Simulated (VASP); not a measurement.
A run of VASP 6.6.1 is set up as follows.

Contents of INCAR:

```
SYSTEM = MgF2
PREC = Accurate ; ENCUT = 600
EDIFF = 1E-6 ; ISMEAR = 0
SIGMA = 0.02 ; LREAL = .False.
LASPH = .True. ; NELM = 60
ALGO = Normal ; ISIF = 3
LWAVE = .False. ; LCHARG = .False.
GGA = CA ; IBRION = 2
NSW = 100 ; EDIFFG = -0.005
```

KPOINTS

```
regular mesh
0
Gamma
  6 6 8
  0 0 0
```

The input POSCAR:

```
MgF2
1.0
    4.6250000000      0.0000000000      0.0000000000
    0.0000000000      4.6250000000      0.0000000000
    0.0000000000      0.0000000000      3.0520000000
Mg F
2 4
Direct
    0.0000000000      0.0000000000      0.0000000000
    0.5000000000      0.5000000000      0.5000000000
    0.3030000000      0.3030000000      0.0000000000
    0.1970000000      0.8030000000      0.5000000000
    0.6970000000      0.6970000000      0.0000000000
    0.8030000000      0.1970000000      0.5000000000
```

Potentials or basis: VASP PAW LDA potentials, release 64 (Mg, F).

Run with:

```console
$ cat potpaw_LDA.64/Mg/POTCAR potpaw_LDA.64/F/POTCAR > POTCAR
$ mpirun -np 1 vasp_std > vasp.out
```

Task: What does it give for the space group after relaxing (to 0.05 Å)?

Result: P4_2/mnm (No. 136).

Task: What does it give for the relaxed cell?

Result: a = 4.524 Å, b = 4.524 Å, c = 2.999 Å, α = 90.00°, β = 90.00°, γ = 90.00°.

Task: Estimate the relaxed volume.

Result: 10.23 Å³/atom.

Task: Predict the band gap on the k mesh.

Result: 7.19 eV, direct.

Final structure:
```xyz
6
Lattice="4.5239 0.0000 0.0000 0.0000 4.5239 0.0000 0.0000 0.0000 2.9989" Properties=species:S:1:pos:R:3 pbc="T T T"
Mg    0.0000    4.5239    0.0000
Mg    2.2620    2.2620    1.4994
F     1.3687    1.3687    2.9989
F     0.8933    3.6306    1.4994
F     3.1553    3.1553    0.0000
F     3.6306    0.8933    1.4994
```

A k mesh can miss the band edges. LDA usually gives volumes a few per cent too small.
